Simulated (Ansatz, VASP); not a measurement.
**CuO: VASP beside Ansatz**

```
CELL_PARAMETERS angstrom
2.55255 0.00000 0.00000
0.00000 2.55255 0.00000
0.00000 0.00000 2.52703
ATOMIC_POSITIONS crystal
Cu 0.00000 0.00000 0.00000
O 0.50000 0.50000 0.50000
```

Measurements of this composition are mostly on another form, of space group No. 15.

Alike in both runs: functional PBE; k mesh 9 × 9 × 9; occupations fermi-dirac, width 0.05 eV; no spin polarisation.

```csv
,VASP,Ansatz
version,VASP 6.6.1,Ansatz 0.2.0
potentials or method,"VASP PAW PBE potentials, release 64 (Cu, O)",Ansatz PAW
plane-wave cutoff (eV),520,420
valence electrons in the cell,17,25
task,single point,band structure
```

VASP gave:

```
gap on the k mesh at the Fermi level (eV)       : none
pressure (GPa)                                  : 23.9
largest component of the traceless stress (GPa) : 2.21
```

Q: Estimate Ansatz's values.

A: gap on the k mesh at the Fermi level (eV): none; pressure (GPa): 23.7; largest component of the traceless stress (GPa): 2.22.

A gap of «none» marks a metal or a gap that the smearing closes. The two sets of potentials don't hold the same shells in valence.

Caveats: an odd number of electrons without spin polarisation forces a metal; a magnetic or distorted state may lie lower; the run has no spin polarisation, though such a crystal can be magnetic; semilocal functionals often make such compounds metallic where correlation or magnetic order opens a gap, which also shifts bond lengths; so large a pressure means that the cell lies far from this level's equilibrium, or that cutoff or potentials fall short (VASP); the pressure holds a Pulay correction of +0.9 GPa for the finite cutoff (Ansatz).
